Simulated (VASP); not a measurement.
Wanted: the native input for a VASP 6.6.1 run.

- Task: single point
- Functional: PBEsol
- Potentials or basis: VASP PAW PBE potentials, release 64 (Hf_pv, Si)
- Cutoff: 700 eV
- k mesh: 10 × 10 × 10
- Occupations: gaussian, width 0.1 eV
- Spin: no spin polarisation
- Further INCAR settings: ALGO = Normal; EDIFF = 1e-07; NBANDS = 27

The structure of HfSi2 lies in POSCAR:

```
HfSi2
1.0
    1.8261900000     -7.1790900000      0.0000000000
    1.8261900000      7.1790900000      0.0000000000
    0.0000000000      0.0000000000      3.6373100000
Hf Si
2 4
Direct
    0.8953300000      0.1046700000      0.2500000000
    0.1046700000      0.8953300000      0.7500000000
    0.2502000000      0.7498000000      0.2500000000
    0.7498000000      0.2502000000      0.7500000000
    0.4449600000      0.5550400000      0.7500000000
    0.5550400000      0.4449600000      0.2500000000
```

The cell is a database's computed one.

One way to write it, as run:

INCAR

```
ALGO = Normal
EDIFF = 1E-7
ENCUT = 700
GGA = PS
ISIF = 2
ISMEAR = 0
LASPH = T
LCHARG = T
LELF = T
LREAL = F
LVHAR = T
LWAVE = F
NBANDS = 27
NELM = 80
PREC = Accurate
SIGMA = 0.1
```

KPOINTS

```
k-points
0
Gamma
  10 10 10
```

Potentials or basis: VASP PAW PBE potentials, release 64 (Hf_pv, Si).

Launch:

```bash
$ cat potpaw_PBE.64/Hf_pv/POTCAR potpaw_PBE.64/Si/POTCAR > POTCAR
$ mpirun -np 1 vasp_std > vasp.out
```

Results of the run:

- Pressure: 0.0 GPa
- Band gap on the k mesh: none (metal or under the smearing width)

Caveat: the PAW data sets were made with another functional, which shifts forces and pressure a little.

Run time: 7 min on 1 thread of Intel(R) Xeon(R) 6975P-C (Granite Rapids), on a shared host, peak memory 0.8 GiB.
